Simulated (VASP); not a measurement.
Here is a VASP 6.6.1 calculation.

INCAR

```
PREC = Accurate
ENCUT = 600
EDIFF = 1E-8
ISMEAR = 0
SIGMA = 0.02
LREAL = False
LASPH = True
NELM = 60
ALGO = Normal
ISIF = 2
LWAVE = False
LCHARG = False
GGA = CA
LEPSILON = True
IBRION = 8
NSW = 1
```

The input KPOINTS:

```
Automatic mesh
0
Gamma
  2 2 4
```

POSCAR

```
SiO2
1.0
    4.1540100000      0.0000000000      0.0000000000
    0.0000000000      4.1540100000      0.0000000000
    0.0000000000      0.0000000000      2.6659500000
Si O
2 4
Direct
    0.0000000000      0.0000000000      0.0000000000
    0.5000000000      0.5000000000      0.5000000000
    0.3053900000      0.3053900000      0.0000000000
    0.1946100000      0.8053900000      0.5000000000
    0.6946100000      0.6946100000      0.0000000000
    0.8053900000      0.1946100000      0.5000000000
```

Potentials or basis: VASP PAW LDA potentials, release 64 (Si, O).

Command:

```console
$ cat potpaw_LDA.64/Si/POTCAR potpaw_LDA.64/O/POTCAR > POTCAR
$ mpirun -np 1 vasp_std > vasp.out
```

(1) Estimate the electronic dielectric tensor (diagonal).

(2) What does it give for the Born charges (mean of the diagonal)?

(3) Estimate the highest phonon frequency at Γ, LO-TO splitting left out.

(4) Estimate the band gap on the k mesh.

## Answers

(1) 3.42, 3.42, 3.64.

(2) Si +3.88; O -1.94 e.

(3) 951 cm⁻¹.

(4) 5.78 eV, direct.

Caveat: the k mesh is coarse (spacing up to 0.76 Å⁻¹), so the values aren't converged.
